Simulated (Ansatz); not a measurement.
## V under changes of volume

One of the cells (13.872 Å³/atom); the others are scaled copies at fixed shape and fractional positions:

```
CELL_PARAMETERS angstrom
2.60429 0.00000 0.00000
-1.30215 2.25538 0.00000
0.00000 0.00000 4.72334
ATOMIC_POSITIONS crystal
V 0.33333 0.66667 0.25000
V 0.66667 0.33333 0.75000
```

This isn't the form of V at room conditions, which is bcc.

* Program: Ansatz 0.2.0
* Functional: PBEsol
* Potentials or basis: all-electron LAPW, scalar-relativistic
* Cutoff: 262 eV (chosen from the basis error)
* Basis error allowed: 0.001 eV/atom
* k mesh: 12 × 12 × 6
* Occupations: fermi-dirac, width 0.05 eV
* Spin: collinear spin, ferromagnetic start
* Starting moments: [2.0, 2.0] μB

```csv
volume (Å³/atom),energy over the lowest point (meV/atom),pressure (GPa)
13.039,2.89,3.9
13.317,0.00,-0.2
13.594,3.88,-3.9
13.872,13.87,-7.2
14.149,29.35,-10.3
14.427,?,?
14.704,74.77,-15.4
```

Question: What does the run at 14.427 Å³/atom give?

Answer: Energy over the lowest point 49.82 meV/atom; pressure -13.0 GPa.

Worked out: A Birch-Murnaghan fit of order 3 (a polynomial in V^(-2/3)) to the other rows has its minimum at 13.29 Å³/atom with B0 = V·E''(V) = 189 GPa and B' = 3.9 at fixed shape and positions, which overstates the stiffness. It gives 49.85 meV/atom at 14.427 Å³/atom, against the run's 49.82, and -dE/dV = -13.2 GPa, against -13.0.

Energies are extrapolated to zero smearing.

Caveats: the starting moments weren't kept.
